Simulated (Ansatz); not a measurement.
CuAu under changes of volume

One of the cells (14.556 Å³/atom); the others are scaled copies at fixed shape and fractional positions:

```xyz
2
Lattice="2.8107 0.0000 0.0000 0.0000 2.8107 0.0000 0.0000 0.0000 3.6850" Properties=species:S:1:pos:R:3 pbc="T T T"
Au    0.0000    0.0000    0.0000
Cu    1.4054    1.4054    1.8425
```

- Program: Ansatz 0.2.0
- Functional: PBEsol
- Potentials or basis: all-electron LAPW, scalar-relativistic
- Cutoff: 292 eV (chosen from the basis error)
- Basis error allowed: 0.0005 eV/atom
- k mesh: 9 × 9 × 7
- Occupations: fermi-dirac, width 0.05 eV
- Spin: no spin polarisation

| volume (Å³/atom) | energy over the lowest point (meV/atom) | pressure (GPa) |
| --- | --- | --- |
| 13.683 | 11.15 | 7.2 |
| 13.974 | 1.98 | 3.0 |
| 14.265 | 0.00 | -0.7 |
| 14.556 | 4.35 | -4.0 |
| 14.847 | 14.22 | -6.8 |
| 15.139 | ? | ? |
| 15.430 | 47.84 | -11.4 |

**Question.** What does the run at 15.139 Å³/atom give?

**Answer.** Energy over the lowest point 28.93 meV/atom; pressure -9.3 GPa.

Worked out: A Birch-Murnaghan fit of order 3 (a polynomial in V^(-2/3)) to the other rows has its minimum at 14.20 Å³/atom with B0 = V·E''(V) = 174 GPa and B' = 5.6 at fixed shape and positions, which overstates the stiffness. It gives 28.95 meV/atom at 15.139 Å³/atom, against the run's 28.93, and -dE/dV = -9.3 GPa, against -9.3.

Energies are extrapolated to zero smearing.
